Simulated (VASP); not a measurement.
# Ti (P6_3/mmc) in VASP: further runs, part 2 of 2

VASP 6.6.1. The steps go on from the part before.

### 3 Single point, PBE (grid = ENCUT=280 dk=0.35 cell=2x2x2 ISMEAR=1 SIGMA=0.1 LREAL=Auto EDIFF=1e-06)

Input file INCAR:

```
SYSTEM = Ti
  PREC = Accurate
  ENCUT = 280
  EDIFF = 1E-6
  ISMEAR = 1
  SIGMA = 0.1
  LREAL = Auto
  LASPH = .True.
  NELM = 120
  ALGO = Fast
  ISIF = 2
  LWAVE = .False.
  LCHARG = .False.
  GGA = PE
  NBANDS = 112
```

Input file KPOINTS:

```
Automatic mesh
0
Gamma
  4 4 2
  0 0 0
```

Input file POSCAR:

```
Ti
1.0
    5.9000000000      0.0000000000      0.0000000000
   -2.9500000000      5.1095498824      0.0000000000
    0.0000000000      0.0000000000      9.3600000000
Ti
16
Direct
    0.3333333334      0.1666666666      0.3750000000
    0.3333333334      0.1666666666      0.8750000000
    0.3333333334      0.6666666666      0.3750000000
    0.3333333334      0.6666666666      0.8750000000
    0.8333333333      0.1666666666      0.3750000000
    0.8333333333      0.1666666666      0.8750000000
    0.8333333333      0.6666666666      0.3750000000
    0.8333333333      0.6666666666      0.8750000000
    0.1666666666      0.3333333334      0.1250000000
    0.1666666666      0.3333333334      0.6250000000
    0.1666666666      0.8333333333      0.1250000000
    0.1666666666      0.8333333333      0.6250000000
    0.6666666666      0.3333333334      0.1250000000
    0.6666666666      0.3333333334      0.6250000000
    0.6666666666      0.8333333333      0.1250000000
    0.6666666666      0.8333333333      0.6250000000
```

Potentials or basis: VASP PAW PBE potentials, release 64 (Ti_sv).

Started as:

```sh
$ cat potpaw_PBE.64/Ti_sv/POTCAR > POTCAR
$ mpirun -np 1 vasp_std > vasp.out
```

OUTCAR:

```text
SYSTEM = Ti
   PREC = Accurate
   ENCUT = 280
   EDIFF = 1E-6
   ISMEAR = 1
   LREAL = Auto
   LASPH = .True.
   NELM = 120
   ISIF = 2
   GGA = PE

 Found      8 irreducible k-points:

 Following reciprocal coordinates:
            Coordinates               Weight
  0.000000  0.000000  0.000000      1.000000
  0.250000  0.000000  0.000000      6.000000
  0.500000  0.000000  0.000000      3.000000
  0.250000  0.250000  0.000000      6.000000
  0.000000  0.000000  0.500000      1.000000
  0.250000  0.000000  0.500000      6.000000
   k-points           NKPTS =      8   k-points in BZ     NKDIM =      8   number of bands    NBANDS=    112
   number of dos      NEDOS =    301   number of ions     NIONS =     16
   total plane-waves  NPLWV =  55296
   dimension x,y,z NGX =    32 NGY =   32 NGZ =   54
   dimension x,y,z NGXF=    64 NGYF=   64 NGZF=  108
   ions per type =              16
   NGX,Y,Z   is equivalent  to a cutoff of   9.02,  9.02,  9.59 a.u.
   NGXF,Y,Z  is equivalent  to a cutoff of  18.03, 18.03, 19.18 a.u.
 SYSTEM =  Ti
   PREC   = accura    normal or accurate (medium, high low for compatibility)
   ISTART =      0    job   : 0-new  1-cont  2-samecut
   ICHARG =      2    charge: 1-file 2-atom 10-const
   ISPIN  =      1    spin polarized calculation?
   LNONCOLLINEAR =      F non collinear calculations
   LSORBIT =      F    spin-orbit coupling
   LASPH  =      T    aspherical Exc in radial PAW
   ENCUT  =  280.0 eV  20.58 Ry    4.54 a.u.   8.05  8.05 12.77*2*pi/ulx,y,z
   NELM   =    120;   NELMIN=  2; NELMDL= -5     # of ELM steps
   EDIFF  = 0.1E-05   stopping-criterion for ELM
   LREAL  =      T    real-space projection
   EDIFFG = 0.1E-04   stopping-criterion for IOM
   NSW    =      0    number of steps for IOM
   IBRION =     -1    ionic relax: 0-MD 1-quasi-New 2-CG
   NFREE  =      0    steps in history (QN), initial steepest desc. (CG)
   ISIF   =      2    stress and relaxation
   ISYM   =      2    0-nonsym 1-usesym 2-fastsym
   POTIM  = 0.5000    time-step for ionic-motion
   TEBEG  =    0.0;   TEEND  =   0.0 temperature during run
   PSTRESS=    0.0 pullay stress
   NELECT =     192.0000    total number of electrons
   NUPDOWN=      -1.0000    fix difference up-down
   EMIN   =  10.00;   EMAX   =-10.00  energy-range for DOS
   EFERMI =   0.00;   METHOD = LEGACY
   ISMEAR =     1;   SIGMA  =   0.10  broadening in eV -4-tet -1-fermi 0-gaus
   EFERMI_NEDOS =   21; number of points for ismear=-14 and -15
   IALGO  =     68    algorithm
   IMIX   =      4    mixing-type and parameters
     AMIX     =   0.40;   BMIX     =  1.00
     AMIX_MAG =   1.60;   BMIX_MAG =  1.00
  volume/ion in A,a.u.               =      17.64       119.01
  Fermi-wavevector in a.u.,A,eV,Ry     =   1.439920  2.721055 28.209912  2.073370
  Thomas-Fermi vector in A             =   2.558722
   LORBIT       =      0    0 simple, 1 ext, 2 COOP (PROOUT), +10 PAW based schemes
   GGA     = PE    functional components
   LHFCALC =     F    Hartree Fock is set to
   AEXX    =    0.0000 exact exchange contribution
   IVDW    =     0    specifies the selected vdW correction
   LEPSILON=     F    determine dielectric tensor
   LRPA    =     F    only Hartree local field effects (RPA)
 non-spin polarized calculation
 RMM-DIIS sequential band-by-band and
 Methfessel and Paxton  Order N= 1 SIGMA  =   0.10
  energy-cutoff  :      280.00
  volume of cell :      282.17
 maximum number of plane-waves:      3054
   NGX = 17   NGY = 17   NGZ = 25

 number of electron     191.9999870 magnetization

 Free energy of the ion-electron system (eV)
  ---------------------------------------------------
  ext. energy  EPLUGINS =         0.00000000
  ---------------------------------------------------
  free energy    TOTEN  =      -125.11447143 eV

  energy without entropy =     -125.12333646  energy(sigma->0) =     -125.11742644

 E-fermi :   8.2312     XC(G=0): -11.4286

 val. band max:        8.2285995895   @ k =   0.2500   0.2500   0.5000
 cond. band min:       8.2401030963   @ k =   0.2500   0.0000   0.0000
 fundamental gap:      0.0115035068
 Fermi energy:         8.2312275634

 k-point     1 :       0.0000    0.0000    0.0000
  band No.  band energies     occupation
      1     -48.6464      2.00000
      2     -48.5823      2.00000
      3     -48.5823      2.00000
      4     -48.5345      2.00000
      5     -48.5345      2.00000
      6     -48.5345      2.00000
[... 100 lines left out ...]
    107       9.3725     -0.00000
    108       9.4321     -0.00000

 k-point     2 :       0.2500    0.0000    0.0000
  band No.  band energies     occupation
      1     -48.6321      2.00000
      2     -48.5722      2.00000
      3     -48.5722      2.00000
      4     -48.5550      2.00000
      5     -48.5346      2.00000
      6     -48.5346      2.00000
[... 100 lines left out ...]
    107       8.8235     -0.00000
    108       8.9281     -0.00000

 k-point     3 :       0.5000    0.0000    0.0000
  band No.  band energies     occupation
      1     -48.5958      2.00000
      2     -48.5958      2.00000
      3     -48.5478      2.00000
      4     -48.5478      2.00000
      5     -48.5478      2.00000
      6     -48.5478      2.00000
[... 100 lines left out ...]
    107       8.8610     -0.00000
    108       8.8641     -0.00000

 k-point     4 :       0.2500    0.2500    0.0000
  band No.  band energies     occupation
      1     -48.6067      2.00000
      2     -48.5677      2.00000
      3     -48.5677      2.00000
      4     -48.5550      2.00000
      5     -48.5550      2.00000
      6     -48.5305      2.00000
[... 100 lines left out ...]
    107       8.6570     -0.00000
    108       8.6573     -0.00000

 k-point     5 :       0.0000    0.0000    0.5000
  band No.  band energies     occupation
      1     -48.6277      2.00000
      2     -48.6277      2.00000
      3     -48.5363      2.00000
      4     -48.5363      2.00000
      5     -48.5282      2.00000
      6     -48.5282      2.00000
[... 100 lines left out ...]
    107       9.1322     -0.00000
    108       9.4258     -0.00000

 k-point     6 :       0.2500    0.0000    0.5000
  band No.  band energies     occupation
      1     -48.6147      2.00000
      2     -48.6147      2.00000
      3     -48.5457      2.00000
      4     -48.5457      2.00000
      5     -48.5293      2.00000
      6     -48.5293      2.00000
[... 100 lines left out ...]
    107       8.9453     -0.00000
    108       8.9493     -0.00000

 [... further k-points ...]

 [bands above 108 left out]

------------------------ aborting loop because EDIFF is reached ----------------------------------------

  FORCE on cell =-STRESS in cart. coord.  units (eV):
  Direction    XX          YY          ZZ          XY          YZ          ZX
  --------------------------------------------------------------------------------------
  -------------------------------------------------------------------------------------
  Total       -3.8855379     -3.8855379     -4.8764871      0.0000000      0.0000000      0.0000000
  in kB      -22.0623225    -22.0623225    -27.6889930      0.0000000      0.0000000      0.0000000
  external PRESSURE =     -23.9378793 kB  Pullay stress =       0.0000000 kB

 VOLUME and BASIS-vectors are now :
 -----------------------------------------------------------------------------
  energy-cutoff  :      280.00
  volume of cell :      282.17
      direct lattice vectors                 reciprocal lattice vectors
     5.900000000  0.000000000  0.000000000     0.169491525  0.097855978  0.000000000
    -2.950000000  5.109549882  0.000000000     0.000000000  0.195711956  0.000000000
     0.000000000  0.000000000  9.360000000     0.000000000  0.000000000  0.106837607

 POSITION                                       TOTAL-FORCE (eV/Angst)
 -----------------------------------------------------------------------------------
      1.47500      0.85159      3.51000         0.000000     -0.000000     -0.000000
      1.47500      0.85159      8.19000         0.000000     -0.000000      0.000000
      0.00000      3.40637      3.51000         0.000000     -0.000000      0.000000
      0.00000      3.40637      8.19000         0.000000     -0.000000     -0.000000
      4.42500      0.85159      3.51000         0.000000     -0.000000     -0.000000
      4.42500      0.85159      8.19000         0.000000     -0.000000      0.000000
[... 8 lines left out ...]
      1.47500      4.25796      1.17000        -0.000000      0.000000      0.000000
      1.47500      4.25796      5.85000        -0.000000      0.000000      0.000000
 -----------------------------------------------------------------------------------
    total drift:                                0.000000      0.000005     -0.000001

  FREE ENERGIE OF THE ION-ELECTRON SYSTEM (eV)
  ---------------------------------------------------
  free  energy   TOTEN  =      -125.1144714276 eV

  energy  without entropy=     -125.1233364582  energy(sigma->0) =     -125.11742644
```

It took 14 min on 1 thread of Intel Xeon Platinum 8488C (Sapphire Rapids), shared host; peak memory 0.25 GiB.

The run converged, but some of its settings lie outside the range that counts as converged, so its numbers aren't taken as properties of the crystal.

What came out:

| Property | Result |
| --- | --- |
| Free energy | -125.1145 eV |
| Band gap on the k mesh | none (metal or under the smearing width) |

Caveat: the cutoff is under 1.25 times the usual one of these potentials, so pressure, stress and relaxed cells hold a basis-set (Pulay) error.

### 4 Single point, PBE (grid = ENCUT=400 dk=0.45 cell=2x2x2 ISMEAR=1 SIGMA=0.1 LREAL=Auto EDIFF=1e-06)

Edit INCAR of step 3 so:

```diff
@@ -2,3 +2,3 @@
   PREC = Accurate
-  ENCUT = 280
+  ENCUT = 400
   EDIFF = 1E-6
```

Input file KPOINTS:

```
Automatic mesh
0
Gamma
  3 3 2
  0 0 0
```

POSCAR is that of step 3.

Potentials or basis: VASP PAW PBE potentials, release 64 (Ti_sv).

Started as:

```sh
$ cat potpaw_PBE.64/Ti_sv/POTCAR > POTCAR
$ mpirun -np 1 vasp_std > vasp.out
```

OUTCAR:

```text
SYSTEM = Ti
   PREC = Accurate
   ENCUT = 400
   EDIFF = 1E-6
   ISMEAR = 1
   LREAL = Auto
   LASPH = .True.
   NELM = 120
   ISIF = 2
   GGA = PE

 Found      6 irreducible k-points:

 Following reciprocal coordinates:
            Coordinates               Weight
  0.000000  0.000000  0.000000      1.000000
  0.333333 -0.000000  0.000000      6.000000
  0.333333  0.333333  0.000000      2.000000
  0.000000  0.000000  0.500000      1.000000
  0.333333 -0.000000  0.500000      6.000000
  0.333333  0.333333  0.500000      2.000000
   k-points           NKPTS =      6   k-points in BZ     NKDIM =      6   number of bands    NBANDS=    112
   number of dos      NEDOS =    301   number of ions     NIONS =     16
   total plane-waves  NPLWV = 102400
   dimension x,y,z NGX =    40 NGY =   40 NGZ =   64
   dimension x,y,z NGXF=    80 NGYF=   80 NGZF=  128
   ions per type =              16
   NGX,Y,Z   is equivalent  to a cutoff of  11.27, 11.27, 11.37 a.u.
   NGXF,Y,Z  is equivalent  to a cutoff of  22.54, 22.54, 22.73 a.u.
 SYSTEM =  Ti
   PREC   = accura    normal or accurate (medium, high low for compatibility)
   ISTART =      0    job   : 0-new  1-cont  2-samecut
   ICHARG =      2    charge: 1-file 2-atom 10-const
   ISPIN  =      1    spin polarized calculation?
   LNONCOLLINEAR =      F non collinear calculations
   LSORBIT =      F    spin-orbit coupling
   LASPH  =      T    aspherical Exc in radial PAW
   ENCUT  =  400.0 eV  29.40 Ry    5.42 a.u.   9.62  9.62 15.26*2*pi/ulx,y,z
   NELM   =    120;   NELMIN=  2; NELMDL= -5     # of ELM steps
   EDIFF  = 0.1E-05   stopping-criterion for ELM
   LREAL  =      T    real-space projection
   EDIFFG = 0.1E-04   stopping-criterion for IOM
   NSW    =      0    number of steps for IOM
   IBRION =     -1    ionic relax: 0-MD 1-quasi-New 2-CG
   NFREE  =      0    steps in history (QN), initial steepest desc. (CG)
   ISIF   =      2    stress and relaxation
   ISYM   =      2    0-nonsym 1-usesym 2-fastsym
   POTIM  = 0.5000    time-step for ionic-motion
   TEBEG  =    0.0;   TEEND  =   0.0 temperature during run
   PSTRESS=    0.0 pullay stress
   NELECT =     192.0000    total number of electrons
[... 16 lines left out ...]
   IVDW    =     0    specifies the selected vdW correction
   LEPSILON=     F    determine dielectric tensor
   LRPA    =     F    only Hartree local field effects (RPA)
 non-spin polarized calculation
 RMM-DIIS sequential band-by-band and
 Methfessel and Paxton  Order N= 1 SIGMA  =   0.10
  energy-cutoff  :      400.00
  volume of cell :      282.17
 maximum number of plane-waves:      5160
 NGX is ok and might be reduce to    40
   NGX = 19   NGY = 19   NGZ = 31

 number of electron     192.0000051 magnetization

 Free energy of the ion-electron system (eV)
  ---------------------------------------------------
  ext. energy  EPLUGINS =         0.00000000
  ---------------------------------------------------
  free energy    TOTEN  =      -125.06650723 eV

  energy without entropy =     -125.05822830  energy(sigma->0) =     -125.06374759

 E-fermi :   8.2676     XC(G=0): -11.4247

 val. band max:        8.2625571122   @ k =   0.0000   0.0000   0.0000
 cond. band min:       8.2768363710   @ k =   0.3333  -0.0000   0.5000
 fundamental gap:      0.0142792589
 Fermi energy:         8.2675652203

 k-point     1 :       0.0000    0.0000    0.0000
  band No.  band energies     occupation
      1     -48.6864      2.00000
      2     -48.6224      2.00000
      3     -48.6224      2.00000
      4     -48.5757      2.00000
      5     -48.5757      2.00000
      6     -48.5757      2.00000
[... 655 lines left out ...]
    107       8.9038     -0.00000
    108       8.9040     -0.00000
 [bands above 108 left out]

------------------------ aborting loop because EDIFF is reached ----------------------------------------

  FORCE on cell =-STRESS in cart. coord.  units (eV):
  Direction    XX          YY          ZZ          XY          YZ          ZX
  --------------------------------------------------------------------------------------
  -------------------------------------------------------------------------------------
  Total       -4.8767025     -4.8767025     -3.6425199      0.0000000     -0.0000000     -0.0000000
  in kB      -27.6902158    -27.6902158    -20.6824512      0.0000000     -0.0000000     -0.0000000
  external PRESSURE =     -25.3542943 kB  Pullay stress =       0.0000000 kB

 VOLUME and BASIS-vectors are now :
 -----------------------------------------------------------------------------
  energy-cutoff  :      400.00
  volume of cell :      282.17
      direct lattice vectors                 reciprocal lattice vectors
     5.900000000  0.000000000  0.000000000     0.169491525  0.097855978  0.000000000
    -2.950000000  5.109549882  0.000000000     0.000000000  0.195711956  0.000000000
     0.000000000  0.000000000  9.360000000     0.000000000  0.000000000  0.106837607

 POSITION                                       TOTAL-FORCE (eV/Angst)
 -----------------------------------------------------------------------------------
      1.47500      0.85159      3.51000        -0.000000      0.000000     -0.000000
      1.47500      0.85159      8.19000         0.000000      0.000000      0.000000
      0.00000      3.40637      3.51000         0.000000      0.000000      0.000000
      0.00000      3.40637      8.19000        -0.000000      0.000000      0.000000
      4.42500      0.85159      3.51000         0.000000      0.000000     -0.000000
      4.42500      0.85159      8.19000         0.000000      0.000000     -0.000000
[... 8 lines left out ...]
      1.47500      4.25796      1.17000         0.000000     -0.000000      0.000000
      1.47500      4.25796      5.85000        -0.000000     -0.000000      0.000000
 -----------------------------------------------------------------------------------
    total drift:                                0.000000      0.000005     -0.000001

  FREE ENERGIE OF THE ION-ELECTRON SYSTEM (eV)
  ---------------------------------------------------
  free  energy   TOTEN  =      -125.0665072288 eV

  energy  without entropy=     -125.0582283033  energy(sigma->0) =     -125.06374759
```

It took 20 min on 1 thread of Intel Xeon Platinum 8488C (Sapphire Rapids), shared host; peak memory 0.37 GiB.

The run converged, but some of its settings lie outside the range that counts as converged, so its numbers aren't taken as properties of the crystal.

Results:

| Property | Result |
| --- | --- |
| Free energy | -125.0665 eV |
| Pressure | -2.5 GPa |
| Band gap on the k mesh | none (metal or under the smearing width) |

Caveat: the k mesh is coarse (spacing up to 0.41 Å⁻¹), so the values aren't converged.

### 5 The reference run

An earlier run on the cell as given: functional PBE; potentials or basis VASP PAW PBE potentials, release 64 (Ti_sv); cutoff 520 eV; k mesh 10 × 10 × 6; occupations fermi-dirac, width 0.05 eV; no spin polarisation.

- Pressure: -1.7 GPa
- Band gap on the k mesh: none (metal or under the smearing width)
